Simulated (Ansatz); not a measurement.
# SrTiO3: the cost of one run

Method: DFT, PBE, plane-wave PAW, default files, scalar-relativistic, in Ansatz 0.2.0.

### Step 1. The starting structure

It takes space group Pm-3m (No. 221, cubic). Conventional cell: a = 3.905 Å, b = 3.905 Å, c = 3.905 Å, α = 90.00°, β = 90.00°, γ = 90.00°. Sr (site symmetry m-3m) is surrounded by 12 O at 2.76 Å. Around Ti (site symmetry m-3m) lie 6 O at 1.95 Å. O (site symmetry 4/mmm) is surrounded by 2 Ti at 1.95 Å and 4 Sr at 2.76 Å.

As a file:

```xyz
5
Lattice="3.9050 0.0000 0.0000 0.0000 3.9050 0.0000 0.0000 0.0000 3.9050" Properties=species:S:1:pos:R:3 pbc="T T T"
Sr    0.0000    0.0000    0.0000
Ti    1.9525    1.9525    1.9525
O     0.0000    1.9525    1.9525
O     1.9525    0.0000    1.9525
O     1.9525    1.9525    0.0000
```

The earlier run gave: gap on the mesh 1.89 eV, largest force 0.000 eV/Å, pressure 4.3 GPa.

Site by site (atoms counted from 1):

```tsv
site	atoms	first shell	V_zz (10²¹ V/m²)	η	C_Q (MHz)
Sr	1	12 O at 2.76 Å	0.00	–	0 (⁸⁷Sr)
Ti	2	6 O at 1.95 Å	0.00	–	0 (⁴⁹Ti)
O	3, 4, 5	2 Ti at 1.95 Å, angle 180°; also 4 Sr at 2.76 Å	1.30	0.00	-0.803 (¹⁷O)
```

Conventions: |V_zz| ≥ |V_yy| ≥ |V_xx|, η = (V_xx − V_yy)/V_zz, C_Q = eQV_zz/h. Q values from Pyykkö, Mol. Phys. 116, 1328 (2018).

### Step 2. Z stretched by -3 %, ions relaxed

Contents of input.yaml:

```yaml
crystal:
  lattice:
    - [3.905, 0.0, 0.0]
    - [0.0, 3.905, 0.0]
    - [0.0, 0.0, 3.78785]
  atoms:
    - { symbol: Sr, position: [0.0, 0.0, 0.0] }
    - { symbol: Ti, position: [0.5, 0.5, 0.5] }
    - { symbol: O, position: [0.0, 0.5, 0.5] }
    - { symbol: O, position: [0.5, 0.0, 0.5] }
    - { symbol: O, position: [0.5, 0.5, 0.0] }
kpoints:
  mp_grid: { grid: [8, 8, 8] }
scf:
  occupations: { method: fermi_dirac, width: 0.02 }
hamiltonian:
  xc: pbe
  pseudopotentials: { kind: paw }
output:
  forces: true
  stress: true
  populations: true
  efg:
    quadrupole_moments_barn: { Sr: 0.305, Ti: 0.247, O: -0.02558 }
    contact_densities: true
relax:
  f_tol: 0.02
  max_steps: 60
```

Command:

```bash
$ ansatz run input.yaml --threads 1 --pin off --max-ram 3072MiB --backend cpu --events-out ev --progress --plain --runs-dir out
```

**Question.** How long does this run take on 1 thread of Intel Xeon 6975P-C (Granite Rapids), shared host, and how much memory does it need?

About 5.2 s, with a peak of 0.51 GiB.
